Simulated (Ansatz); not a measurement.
Rb: optical spectrum with PBEsol+D4

The system is Rb.

```
Rb
1.0
    -2.95451    2.95451    2.73085
     2.95451   -2.95451    2.73085
     2.95451    2.95451   -2.73085
Rb
1
Direct
  0.00000 0.00000 0.00000
```

This isn't the form of Rb at room conditions, which is bcc.

```yaml
Program: Ansatz 0.2.0
Task: optical spectrum
Functional: PBEsol
Dispersion: D4
Potentials_or_basis: Ansatz PAW
Cutoff: 420 eV
Density_cutoff: 1680 eV
k_mesh: 7 × 7 × 7
Occupations: fermi-dirac, width 0.01 eV
Spin: spin-orbit coupling, no magnetisation
Driver: chain
Broadening: 0.2 eV
```

| Item | Value |
| --- | --- |
| Band gap on the k mesh | none (metal or under the smearing width) |

Levels at points of the mesh, in eV from the Fermi level:
```tsv
k point	band 6	band 7	band 8	band 9	band 10	band 11	band 12	band 13	band 14	band 15
(0.00, 0.00, 0.00)	-12.64	-12.64	-12.64	-1.91	-1.91	3.39	3.39	3.79	3.79	3.80
```

Dielectric function (mean over the directions given):
```csv
energy (eV),real part,imaginary part
0.30,-148.30,0.00
1.00,-11.67,0.40
1.70,-3.45,0.61
2.40,-1.27,0.27
3.10,-0.29,0.15
3.90,0.29,0.12
4.60,0.53,0.12
5.30,0.67,0.17
6.00,0.74,0.08
6.70,0.80,0.03
7.50,0.93,0.00
8.20,1.00,0.00
8.90,1.06,0.00
9.60,1.11,0.00
10.30,1.16,0.00
11.10,1.23,0.00
11.80,1.31,0.00
12.50,1.49,0.02
13.20,1.47,0.21
14.00,1.56,0.44
```

It took 3.6 min on 2 threads of Arm Neoverse V1, on a shared host, peak memory 1 GiB.

Caveat: spectra need much finer meshes, so this one isn't converged; independent-particle spectra lack excitons; the intraband (Drude) part of a metal's response may be missing.
